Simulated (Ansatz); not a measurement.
**TiO2 under changes of volume**

One of the cells (12.226 Å³/atom); the others are scaled copies at fixed shape and fractional positions:

```
Ti O
1.0
     6.15358   -1.88347    0.00000
     6.15358    1.88347    0.00000
    -1.92833    0.00000    6.32897
Ti O
4 8
Direct
  0.90007 0.90007 0.28960
  0.19529 0.19529 0.28376
  0.09993 0.09993 0.71040
  0.80471 0.80471 0.71624
  0.36193 0.36193 0.29340
  0.26349 0.26349 0.65250
  0.86719 0.86719 0.99529
  0.73651 0.73651 0.34750
  0.94165 0.94165 0.63002
  0.13281 0.13281 0.00471
  0.63807 0.63807 0.70660
  0.05835 0.05835 0.36998
```

The cell comes from a database or a generator and needn't be the stable form of this composition.

| Item | Value |
| --- | --- |
| Program | Ansatz 0.2.0 |
| Functional | revPBE |
| Dispersion | D4 |
| Potentials or basis | Ansatz PAW |
| Cutoff | 420 eV (not typed: the program's choice for these potentials) |
| k mesh | 8 × 8 × 4 |
| Occupations | fermi-dirac, width 0.05 eV |
| Spin | no spin polarisation |

| volume (Å³/atom) | energy over the lowest point (meV/atom) | pressure (GPa) | gap on the mesh (eV) | largest force (eV/Å) |
| --- | --- | --- | --- | --- |
| 11.492 | 10.03 | 7.8 | 2.99 | 0.210 |
| 11.737 | 1.68 | 3.2 | 2.92 | 0.136 |
| 11.981 | 0.00 | -0.9 | 2.84 | 0.160 |
| 12.226 | 4.32 | -4.7 | 2.77 | 0.286 |
| 12.470 | 13.99 | -8.0 | 2.70 | 0.411 |
| 12.715 | ? | ? | ? | ? |
| 12.959 | 47.44 | -13.7 | 2.57 | 0.640 |

What does the run at 12.715 Å³/atom give?

Energy over the lowest point 28.55 meV/atom; pressure -11.0 GPa; gap on the mesh 2.64 eV; largest force 0.529 eV/Å.

Worked out: A Birch-Murnaghan fit of order 3 (a polynomial in V^(-2/3)) to the other rows has its minimum at 11.92 Å³/atom with B0 = V·E''(V) = 196 GPa and B' = 4.1 at fixed shape and positions, which overstates the stiffness. It gives 28.57 meV/atom at 12.715 Å³/atom, against the run's 28.55, and -dE/dV = -11.0 GPa, against -11.0. A straight line through the other rows of the gap, of slope -3.52 eV per unit of ln V, gives 2.63 eV, against the run's 2.64.

Energies are extrapolated to zero smearing.

Caveats: the PAW data sets come from PBE, with cores solved anew for the run's functional, which leaves a small shift of forces and pressure.

A mesh can miss the band edges.
